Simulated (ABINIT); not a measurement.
**A GW chain in ABINIT: GaAs (F-43m)**

Aim: the G0W0 gap of GaAs (F-43m) on PBE, step by step.

Calculated with ABINIT 10.8.3; PBE and many-body steps on it, plane waves.

**The experiments to reproduce.**

- Gap 1.51 eV: band-edge emission energy from PL (direct gap at Gamma); photoluminescence, 633 nm excitation; 77 K; bulk crystal (MBE GaAs matrix around a thin InAs wetting layer on semi-insulating GaAs (100)) (“Photoluminescence of InAs/GaAs quantum dots under direct two-photon excitation”, 2020, pmc:7331710).

- Gap 1.412 ± 0.01 eV: direct gap E0 at Gamma from ellipsometry; variable-angle spectroscopic ellipsometry, parametric critical-point fit; 300 K; bulk crystal (semi-insulating GaAs(001) reference substrate with native oxide) (“Evidence of valence band perturbations in GaAsN/GaAs(001): A combined variable-angle spectroscopic ellipsometry and modulated photoreflectance investigation”, 2008, arxiv:0805.2212).

- Gap 1.42 eV: fundamental direct gap E0 at Gamma, seen as sharp points in Psi and Delta; spectroscopic ellipsometry; 300 K; bulk crystal (semi-insulating GaAs (100) substrate) (“Ellipsometric study of the Electronic Structure of GaMnAs and LT-GaAs”, 2004, arxiv:cond-mat/0404304).

- Gap 1.418 ± 0.005 eV: direct gap E0 at Gamma from PR; modulated photoreflectance, low-field lineshape fit; 300 K; bulk crystal (semi-insulating GaAs(001) reference substrate) (“Evidence of valence band perturbations in GaAsN/GaAs(001): A combined variable-angle spectroscopic ellipsometry and modulated photoreflectance investigation”, 2008, arxiv:0805.2212).

### 1. Set-up

The structure is cubic, space group F-43m (No. 216). The conventional cell has a = 5.654 Å, b = 5.654 Å, c = 5.654 Å, α = 90.00°, β = 90.00°, γ = 90.00°. Ga has 4 As at 2.45 Å nearest. As has 4 Ga at 2.45 Å nearest. Farther neighbours are not listed.

The cell and positions come from the Crystallography Open Database and are kept as given unless a step says otherwise.

### 2. Ground state

This step: ABINIT 10.8.3; DFT, PBE, plane waves, norm-conserving pseudopotentials.

The ground-state density comes first.

Contents of run.abi:

```
acell 3*1.0 Angstrom
rprim 
  0.000000000000 2.826850000000 2.826850000000
  2.826850000000 0.000000000000 2.826850000000
  2.826850000000 2.826850000000 0.000000000000
ntypat 2
znucl 31 33
natom 2
typat 1 2
xred 
  0.000000000000 0.000000000000 0.000000000000
  0.250000000000 0.250000000000 0.250000000000
pp_dirpath "pseudos"
pseudos "Ga.upf, As.upf"
ecut 45
ngkpt 6 6 6
nshiftk 1
shiftk 0 0 0
kptopt 1
chksymbreak 0
nband 27
occopt 1
tolvrs 1e-10
nstep 60
prtwf 0
optforces 0
optstress 0
indata_prefix "in"
outdata_prefix "out"
tmpdata_prefix "tmp"
```

Launch:

```
> OMP_NUM_THREADS=1 mpirun -n 4 abinit run.abi > log
```

Numbers of over 12 decimals in the logs are rounded to 6 here.

Log:

```text
.Version 10.8.3 of ABINIT. v10.8.2 released Aug 2026.

 Symmetries : space group F-4 3 m (#216); Bravais cF (face-center cubic)
================================================================================
 Values of the parameters that define the memory need of the present run
     intxc =       0    ionmov =       0      iscf =       7    lmnmax =       6
     lnmax =       6     mgfft =      48  mpssoang =       3    mqgrid =    3001
     natom =       2  nloc_mem =       1    nspden =       1   nspinor =       1
    nsppol =       1      nsym =      24    n1xccc =    2501    ntypat =       2
    occopt =       1   xclevel =       2
-    mband =          27        mffmem =           1         mkmem =           4
       mpw =        4428          nfft =      110592          nkpt =          16
================================================================================
  Rough estimation (10% accuracy) of disk space for files :
================================================================================

--------------------------------------------------------------------------------
------------- Echo of variables that govern the present computation ------------
--------------------------------------------------------------------------------
 -outvars: echo values of preprocessed input variables --------
            acell      1.8897261259E+00  1.8897261259E+00  1.8897261259E+00 Bohr

      chksymbreak           0
             ecut      4.50000000E+01 Hartree
-          fftalg         312

              ixc     -101130
              kpt      0.00000000E+00  0.00000000E+00  0.00000000E+00
                       1.66666667E-01  0.00000000E+00  0.00000000E+00
                       3.33333333E-01  0.00000000E+00  0.00000000E+00
                       5.00000000E-01  0.00000000E+00  0.00000000E+00
                       1.66666667E-01  1.66666667E-01  0.00000000E+00
                       3.33333333E-01  1.66666667E-01  0.00000000E+00
                       5.00000000E-01  1.66666667E-01  0.00000000E+00
                      -3.33333333E-01  1.66666667E-01  0.00000000E+00
                      -1.66666667E-01  1.66666667E-01  0.00000000E+00
   [... 5 further rows ...]
                      -3.33333333E-01  3.33333333E-01  1.66666667E-01
                      -3.33333333E-01  5.00000000E-01  1.66666667E-01
         kptrlatt        6    0    0      0    6    0      0    0    6
          kptrlen      4.53281381E+01
P           mkmem           4
            natom           2
            nband          27
            ngfft          48      48      48
             nkpt          16
            nstep          60
             nsym          24
           ntypat           2
              occ      2.000000  2.000000  2.000000  2.000000  2.000000  2.000000
                       2.000000  2.000000  2.000000  2.000000  2.000000  2.000000
                       2.000000  2.000000  2.000000  2.000000  2.000000  2.000000
                       2.000000  2.000000  2.000000  2.000000  0.000000  0.000000
[...]
optforces           0
        optstress           0
            prtwf           0
            rprim      0.0000000000E+00  2.8268500000E+00  2.8268500000E+00
[...]
spgroup         216

           tolvrs      1.00000000E-10

             xred      0.0000000000E+00  0.0000000000E+00  0.0000000000E+00
[...]
znucl       31.00000   33.00000

================================================================================

 chkinp: Checking input parameters for consistency.

================================================================================
== DATASET  1 ==================================================================
-   mpi_nproc: 4, omp_nthreads: 1 (-1 if OMP is not activated)

--- !DatasetInfo
iteration_state: {dtset: 1, }
dimensions: {natom: 2, nkpt: 16, mband: 27, nsppol: 1, nspinor: 1, nspden: 1, mpw: 4428, }
cutoff_energies: {ecut:  45.0, pawecutdg:  -1.0, }
electrons: {nelect:   4.40000000E+01, charge:   0.00000000E+00, occopt:   1.00000000E+00, tsmear:   1.00000000E-02, }

 Real(R)+Recip(G) space primitive vectors, cartesian coordinates (Bohr,Bohr^-1):
 R(1)=  0.0000000  5.3419723  5.3419723  G(1)= -0.0935984  0.0935984  0.0935984
 R(2)=  5.3419723  0.0000000  5.3419723  G(2)=  0.0935984 -0.0935984  0.0935984
 R(3)=  5.3419723  5.3419723  0.0000000  G(3)=  0.0935984  0.0935984 -0.0935984
 Unit cell volume ucvol=  3.0488418E+02 bohr^3
 Angles (23,13,12)=  6.00000000E+01  6.00000000E+01  6.00000000E+01 degrees

 getcut: wavevector=  0.0000  0.0000  0.0000  ngfft=  48  48  48
         ecut(hartree)=     45.000   => boxcut(ratio)=   2.10404

--- Pseudopotential description ------------------------------------------------
- Ga Generated using ONCVPSP code by D. R. Hamann
- 31.00000  21.00000  171031                  znucl, zion, pspdat
12 -101130 2 -1 1902                          pspcod,pspxc,lmax,lloc,mmax
     nproj     2     2     2
  pspatm : epsatm=   21.85474337
         --- l  ekb(1:nproj) -->
[...]
pspatm: atomic psp has been read  and splines computed

- As Generated using ONCVPSP code by D. R. Hamann
- 33.00000  23.00000  171031                  znucl, zion, pspdat
12 -101130 2 -1 1358                          pspcod,pspxc,lmax,lloc,mmax
     nproj     2     2     2
  pspatm : epsatm=   24.77333152
         --- l  ekb(1:nproj) -->
[...]
pspatm: atomic psp has been read  and splines computed

   2.05163530E+03                                ecore*ucvol(ha*bohr**3)
--------------------------------------------------------------------------------

_setup2: Arith. and geom. avg. npw (full set) are    4396.153    4396.130

================================================================================

--- !BeginCycle
iteration_state: {dtset: 1, }
solver: {iscf: 7, nstep: 60, nline: 4, wfoptalg: 0, }
tolerances: {tolvrs: 1.00E-10, }

     iter   Etot(hartree)      deltaE(h)  residm     vres2
 ETOT  1  -551.03046146651    -5.510E+02 9.109E-01 1.435E+03
 ETOT  2  -553.19824534608    -2.168E+00 2.477E-02 2.566E+03
 ETOT  3  -553.54765832786    -3.494E-01 3.271E-02 3.191E+02
 ETOT  4  -553.56859560667    -2.094E-02 4.856E-03 1.481E+02
 ETOT  5  -553.58703702391    -1.844E-02 5.683E-04 1.915E+00
 ETOT  6  -553.58715212543    -1.151E-04 3.854E-05 6.968E-01
 ETOT  7  -553.58724571705    -9.359E-05 3.828E-06 9.701E-03
 ETOT  8  -553.58724688351    -1.166E-06 1.260E-06 5.277E-04
 ETOT  9  -553.58724687676     6.753E-09 8.972E-07 5.197E-04
 ETOT 10  -553.58724695068    -7.392E-08 3.128E-07 1.448E-07
 ETOT 11  -553.58724695072    -4.195E-11 3.029E-07 5.961E-09
 ETOT 12  -553.58724695070     1.910E-11 1.090E-07 4.989E-10
 ETOT 13  -553.58724695071    -9.663E-12 1.174E-07 1.973E-11

 At SCF step   13       vres2   =  1.97E-11 < tolvrs=  1.00E-10 =>converged.

--- !ResultsGS
iteration_state: {dtset: 1, }
comment   : Summary of ground state results
lattice_vectors:
- [  0.0000000,   5.3419723,   5.3419723, ]
- [  5.3419723,   0.0000000,   5.3419723, ]
- [  5.3419723,   5.3419723,   0.0000000, ]
lattice_lengths: [   7.55469,    7.55469,    7.55469, ]
lattice_angles: [ 60.000,  60.000,  60.000, ] # degrees, (23, 13, 12)
lattice_volume:   3.0488418E+02
convergence: {deltae: -9.663E-12, res2:  1.973E-11, residm:  1.174E-07, diffor:  0.000E+00, }
etotal    :  -5.53587247E+02
entropy   :   0.00000000E+00
fermie    :   2.08235878E-01
cartesian_stress_tensor: null
pressure_GPa: null
xred      :
- [  0.0000E+00,   0.0000E+00,   0.0000E+00, Ga]
- [  2.5000E-01,   2.5000E-01,   2.5000E-01, As]
cartesian_forces: null
force_length_stats: {min: null, max: null, mean: null, }

 Integrated electronic density in atomic spheres:
 ------------------------------------------------
 Atom  Sphere_radius  Integrated_density
    1        2.00000         18.80846266
    2        2.00000         20.37373321
================================================================================

 ----iterations are completed or convergence reached----

 Mean square residual over all n,k,spin=   27.173E-11; max=  11.737E-08
 reduced coordinates (array xred) for    2 atoms
       0.000000000000      0.000000000000      0.000000000000
       0.250000000000      0.250000000000      0.250000000000
 rms dE/dt=  0.0000E+00; max dE/dt=  0.0000E+00; dE/dt below (all hartree)
    1       0.000000000000      0.000000000000      0.000000000000
    2       0.000000000000      0.000000000000      0.000000000000

 cartesian coordinates (angstrom) at end:
    1      0.000000     0.000000     0.000000
    2      1.413425     1.413425     1.413425
 length scales=  1.889726125908  1.889726125908  1.889726125908 bohr
              =  1.000000000000  1.000000000000  1.000000000000 angstroms
 prteigrs : about to open file out_EIG
 Fermi (or HOMO) energy (hartree) =   0.20824   Average Vxc (hartree)=  -0.36654
 Eigenvalues (hartree) for nkpt=  16  k points:
 kpt#   1, nband= 27, wtk=  0.00463, kpt=  0.0000  0.0000  0.0000 (reduced coord)
  -6.58411   -5.07879   -4.50242   -4.50242   -4.50242   -3.26559   -3.26559   -3.26559
  -1.08415   -1.08415   -1.08415   -1.08382   -1.08382   -0.33685   -0.33685   -0.33685
  -0.33402   -0.33402   -0.25960    0.20824    0.20824    0.20824    0.22690    0.34556
   0.34556    0.34556    0.48736
 prteigrs : prtvol=0 or 1, do not print more k-points.

--- !EnergyTerms
iteration_state     : {dtset: 1, }
comment             : Components of total free energy in Hartree
kinetic             :  2.56579599922981E+02
hartree             :  2.39359398107684E+02
xc                  : -5.35166848518870E+01
Ewald energy        : -2.44384754666974E+02
psp_core            :  6.72922843284988E+00
local_psp           : -6.21711725125364E+02
non_local_psp       : -1.36642308770002E+02
total_energy        : -5.53587246950713E+02
total_energy_eV     : -1.50638763976251E+04
band_energy         : -8.40153441810219E+01

== END DATASET(S) ==============================================================
================================================================================

 -outvars: echo values of variables after computation  --------
           etotal     -5.5358724695E+02
            nband          27
             nkpt          16
          spgroup         216
 [... the other variables as echoed above ...]

 Calculation completed.
```

The job ended after 26 s (4 MPI ranks of Arm Neoverse V1, shared host; peak memory 0.35 GiB).

Numbers from this step:

| Property | Result |
| --- | --- |
| total energy | -15063.8764 eV |
| gap | 0.5078 eV |
| k of the valence top | 0, 0, 0 |
| k of the conduction bottom | 0, 0, 0 |
| least direct gap | 0.5078 eV |

The gap is direct, at Γ.

[end of part 1 of 3]

[Paths, hosts, dates, memory and timing lines, banners, echoed tables and standing remarks are left out of the program output.]

[Logs are printed without paths, hosts, clocks, repeated set-up lines and the standing remarks that a program may print on its own settings, such as how far it seeks lower states.]

[Runs of the session that timed out or met a known fault of the program may be left out.]

[Hosts, paths, dates, database ids (printed as entryN), source tags and the programs' standing remarks are cut or masked in the printed files.]

[G0W0 gaps are taken among the corrected bands and points alone; a level outside them can change the order at an edge.]

[Where Ansatz stands beside ABINIT at settings called matched, ABINIT's density can come from a denser mesh and the files from another edition; pairs whose starting gaps differed by over 0.03 eV were left out, so agreement reads better than it is.]
